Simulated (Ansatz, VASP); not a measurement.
**GaN in VASP and in Ansatz**

Contents of POSCAR:

```
GaN
1.0
    0.0000000000      2.1085152343      2.0874300820
    2.1085152343      0.0000000000      2.0874300820
    2.1085152343      2.1085152343      0.0000000000
Ga N
1 1
Direct
    0.0000000000      0.0000000000      0.0000000000
    0.5000000000      0.5000000000      0.5000000000
```

Contents of INCAR.step1:

```
ALGO = Normal ; EDIFF = 1E-4
ENCUT = 520 ; GGA = PE
ISMEAR = 0 ; LASPH = True
LCHARG = False ; LREAL = False
LWAVE = True ; NBANDS = 16
NELM = 80 ; PREC = Accurate
SIGMA = 0.01
```

Contents of INCAR.step2:

```
ALGO = Normal ; EDIFF = 1E-6
ENCUT = 520 ; ISIF = 2
ISMEAR = 0 ; ISTART = 1
LASPH = True ; LCHARG = False
LMIXTAU = True ; LREAL = False
LWAVE = False ; METAGGA = R2SCAN
NBANDS = 16 ; NELM = 80
PREC = Accurate ; SIGMA = 0.01
```

File KPOINTS:

```
k-points
0
Gamma
  10 10 10
```

Input for Ansatz:

```yaml
crystal:
  lattice:
    - [0.0, 2.1085152343, 2.087430082]
    - [2.1085152343, 0.0, 2.087430082]
    - [2.1085152343, 2.1085152343, 0.0]
  atoms:
    - { symbol: Ga, position: [0.0, 0.0, 0.0] }
    - { symbol: "N", position: [0.5, 0.5, 0.5] }
kpoints:
  mp_grid: { grid: [10, 10, 10] }
  band_path:
    path:
      - [0.0, 0.0, 0.0]
      - [0.5, 0.0, 0.5]
      - [0.625, 0.25, 0.625]
      - [0.375, 0.375, 0.75]
      - [0.5, 0.5, 0.5]
      - [0.5, 0.25, 0.75]
      - [0.002604, 0.179687, -0.177083]
      - [0.5, 0.5, 0.0]
    npoints: 1
hamiltonian:
  xc: r2scan
scf:
  occupations: { method: fixed }
  n_extra_bands: 4
output:
  forces: true
  stress: true
  eigenvalues: true
  write_density: true
  write_potential: true
  elf: true
  volumetric_format: npy
```

Change from the starting cell: uniaxial_z strain -1.0%.

Alike in both runs: task single point; functional r2SCAN; k mesh 10 × 10 × 10; no spin polarisation.

|  | VASP | Ansatz |
| --- | --- | --- |
| version | VASP 6.6.1 | Ansatz 0.2.0 |
| potentials or method | VASP PAW PBE potentials, release 64 (Ga_d, N) | plane waves, PAW |
| plane-wave cutoff (eV) | 520 | 500 |
| occupations | gaussian, width 0.01 eV | fixed |
| valence electrons in the cell | 18 | 18 |

```csv
,VASP,Ansatz,Ansatz less VASP
gap on the k mesh at the Fermi level (eV),1.17,1.19,+0.024
pressure (GPa),3.9,2.5,-1.40
largest component of the traceless stress (GPa),1.46,1.36,-0.094
```

Caveats: the PAW data sets were made with another functional, which shifts forces and pressure a little (VASP). A k mesh can miss the band edges.
